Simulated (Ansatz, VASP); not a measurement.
Mg in VASP and in Ansatz

The input INCAR:

```
  PREC = Accurate
  ENCUT = 520
  EDIFF = 1E-7
  ISMEAR = 0
  SIGMA = 0.1
  LREAL = False
  LASPH = True
  NELM = 80
  ALGO = Normal
  ISIF = 2
  LWAVE = False
  LCHARG = False
  GGA = PS
  NBANDS = 9
```

File KPOINTS:

```
regular mesh
0
Gamma
  15 15 8
```

File POSCAR:

```
Mg
1.0
    3.1882005271      0.0000000000      0.0000000000
   -1.5941002635      2.7610626488      0.0000000000
    0.0000000000      0.0000000000      5.1084714546
Mg
2
Direct
    0.3333333333      0.6666666667      0.2500000000
    0.6666666667      0.3333333333      0.7500000000
```

Input for Ansatz:

```yaml
crystal:
  lattice:
    - [3.1882005271, 0.0, 0.0]
    - [-1.5941002635, 2.7610626488, 0.0]
    - [0.0, 0.0, 5.1084714546]
  atoms:
    - { symbol: Mg, position: [0.3333333333, 0.6666666667, 0.25] }
    - { symbol: Mg, position: [0.6666666667, 0.3333333333, 0.75] }
basis:
  ecutwfc: 420
kpoints:
  mp_grid: { grid: [15, 15, 8] }
  band_path:
    path:
      - [0.0, 0.0, 0.0]
      - [0.5, 0.0, 0.0]
      - [0.3333333333, 0.3333333333, 0.0]
      - [0.0, 0.0, 0.5]
      - [0.5, 0.0, 0.5]
      - [0.3333333333, 0.3333333333, 0.5]
      - [0.2, 0.26666667, 0.0]
    npoints: 1
hamiltonian:
  xc: pbesol
scf:
  occupations: { method: gaussian, width: 0.1 }
  n_extra_bands: 4
output:
  forces: true
  stress: true
  eigenvalues: true
```

Alike in both runs: task single point; functional PBEsol; k mesh 15 × 15 × 8; occupations gaussian, width 0.1 eV; no spin polarisation.

|  | VASP | Ansatz |
| --- | --- | --- |
| version | VASP 6.6.1 | Ansatz 0.2.0 |
| potentials or method | VASP PAW PBE potentials, release 64 (Mg) | scalar-relativistic, plane waves, PAW |
| plane-wave cutoff (eV) | 520 | 420 |
| valence electrons in the cell | 4 | 20 |

```csv
,VASP,Ansatz,Ansatz less VASP
gap on the k mesh at the Fermi level (eV),none,none,-
pressure (GPa),0.0,0.0,+0.05
```

A gap of «none» marks a metal or a gap that the smearing closes. With one functional, cell and mesh, what is left measures potentials, basis and numerics. The two sets of potentials don't hold the same shells in valence.

Caveats: the PAW data sets were made with another functional, which shifts forces and pressure a little (VASP).
